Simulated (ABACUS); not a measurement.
Set up this calculation in ABACUS 3.10.1, as an ASE script.

```yaml
Task: single point
Functional: PBE
Potentials_or_basis: PseudoDojo NC SR 0.4.1 PBE standard
Cutoff: 1361 eV
Density_cutoff: 5442 eV
Basis: DZP LCAO (the cutoffs set its grid)
k_mesh: 9 × 9 × 2
Occupations: fermi-dirac, width 0.05 eV
Spin: no spin polarisation
Radial_cutoff_of_the_potentials_pseudo_rcut: 7 bohr
Orbital_files: Mo Mo_confined-atom_7au_3s2p2d1f.orb, Se Se_confined-atom_7au_2s2p2d.orb
SCF_threshold_on_the_density: 1e-07
Max_SCF_steps: 100
Eigensolver: genelpa
Mixing: broyden
Mixing_share: 0.7
Symmetry_key: 1
```

The structure of MoSe2 lies in MoSe2.cif:

```cif
data_MoSe2
_cell_length_a 3.28800000
_cell_length_b 3.28800000
_cell_length_c 12.90000000
_cell_angle_alpha 90.00000000
_cell_angle_beta 90.00000000
_cell_angle_gamma 120.00000000
_space_group_name_H-M_alt 'P6_3/mmc'
_space_group_name_Hall '-P 6c 2c'
_space_group_IT_number 194
loop_
_space_group_symop_operation_xyz
'x,y,z'
'-x,-y,-z'
'x-y,x,z+1/2'
'-x+y,-x,-z+1/2'
'-y,x-y,z'
'y,-x+y,-z'
'-x,-y,z+1/2'
'x,y,-z+1/2'
'-x+y,-x,z'
'x-y,x,-z'
'y,-x+y,z+1/2'
'-y,x-y,-z+1/2'
'-y,-x,-z+1/2'
'y,x,z+1/2'
'-x,-x+y,-z'
'x,x-y,z'
'-x+y,y,-z+1/2'
'x-y,-y,z+1/2'
'y,x,-z'
'-y,-x,z'
'x,x-y,-z+1/2'
'-x,-x+y,z+1/2'
'x-y,-y,-z'
'-x+y,y,z'
loop_
_atom_site_label
_atom_site_type_symbol
_atom_site_symmetry_multiplicity
_atom_site_Wyckoff_symbol
_atom_site_fract_x
_atom_site_fract_y
_atom_site_fract_z
_atom_site_occupancy
Mo1 Mo 2 c 0.6666666667 0.3333333333 0.7500000000 1
Se1 Se 4 f 0.6666666667 0.3333333333 0.3750000000 1
```

These files were run (other wordings do the same):

run_abacus.py

```python
"""ABACUS run from a structure file: ASE reads it, the script writes STRU, KPT and INPUT."""
import re
import subprocess
import spglib
from ase import Atoms
from ase.io import read
from ase.units import Bohr

atoms = read("MoSe2.cif")
cell, frac, numbers = spglib.standardize_cell((atoms.cell[:], atoms.get_scaled_positions(), atoms.numbers), to_primitive=True, symprec=1e-4)
atoms = Atoms(numbers=numbers, cell=cell, scaled_positions=frac, pbc=True)  # the primitive cell
atoms = atoms[(-atoms.numbers).argsort(kind="stable")]  # ABACUS lists atoms element by element
pseudo = {'Mo': 'Mo.upf', 'Se': 'Se.upf'}
orbital = {'Mo': 'Mo_confined-atom_7au_3s2p2d1f.orb', 'Se': 'Se_confined-atom_7au_2s2p2d.orb'}
magmoms = None
kmesh = [9, 9, 2]
params = {
    'suffix': 'MoSe2',
    'calculation': 'scf',
    'basis_type': 'lcao',
    'pseudo_dir': './',
    'orbital_dir': './',
    'symmetry': 1,
    'dft_functional': 'pbe',
    'ecutwfc': 100,
    'pseudo_rcut': 7,
    'nspin': 1,
    'nbands': 56,
    'ks_solver': 'genelpa',
    'smearing_method': 'fd',
    'smearing_sigma': 0.00367493,
    'scf_thr': 1e-07,
    'scf_nmax': 100,
    'mixing_type': 'broyden',
    'mixing_beta': 0.7,
    'cal_force': 1,
    'cal_stress': 1,
    'out_mul': 1,
    'out_chg': 1,
    'out_pot': 2,
    'out_elf': 1,
}

symbols = atoms.get_chemical_symbols()
elements = list(dict.fromkeys(symbols))
lines = ["ATOMIC_SPECIES"] + [f"{e} {atoms.get_masses()[symbols.index(e)]:.4f} {pseudo[e]}" for e in elements]
if orbital:
    lines += ["", "NUMERICAL_ORBITAL"] + [orbital[e] for e in elements]
lines += ["", "LATTICE_CONSTANT", f"{1 / Bohr:.10f}", "", "LATTICE_VECTORS"]
lines += [" ".join(f"{x:.10f}" for x in v) for v in atoms.cell]
lines += ["", "ATOMIC_POSITIONS", "Direct"]
for e in elements:
    lines += ["", e, "0.0", str(symbols.count(e))]
    for i, p in enumerate(atoms.get_scaled_positions(wrap=False)):
        if symbols[i] == e:
            mag = "" if magmoms is None else " mag " + " ".join(str(x) for x in (magmoms[i] if isinstance(magmoms[i], list) else [magmoms[i]]))
            lines.append(" ".join(f"{x:.10f}" for x in p) + " 1 1 1" + mag)
open("STRU", "w").write("\n".join(lines) + "\n")
open("KPT", "w").write("K_POINTS\n0\nGamma\n%d %d %d 0 0 0\n" % tuple(kmesh))
open("INPUT", "w").write("INPUT_PARAMETERS\n" + "".join(f"{k:<20s}{v}\n" for k, v in params.items()))

done = subprocess.run(['mpirun', '-np', '4', 'abacus'])
if done.returncode:
    raise SystemExit(done.returncode)
log = open("OUT.MoSe2/running_scf.log").read()
print("final energy (eV):", re.findall(r"FINAL_ETOT_IS (\S+)", log))
```

Potentials or basis: PseudoDojo NC SR 0.4.1 PBE standard, DZP LCAO (the cutoffs set its grid).

Command:

```bash
$ OMP_NUM_THREADS=1 python run_abacus.py > log
```

Results of the run:

```yaml
Pressure: 10.4 GPa
Largest_force: 1.464 eV/Å
Band_gap_on_the_k_mesh: 0.85 eV, indirect (least direct gap 1.37 eV)
Mulliken_charges: Mo +0.34; Se -0.17 e
```

Caveat: the atomic orbitals were generated for these runs and aren't a published set; Mulliken charges move with the basis; an odd mesh through Γ misses points on the zone boundary, where band edges often lie; the cell's inner coordinates are idealised or old, which leaves forces on the atoms; this functional lacks dispersion, which binds the layers, so the pressure and a relaxed spacing across them are unreliable; the basis of atomic orbitals isn't converged, which shifts pressures, moduli and gaps.

Run time: 27 s on 4 MPI ranks on AMD EPYC (Zen 3), with other jobs on the host, peak memory 0.56 GiB a rank.
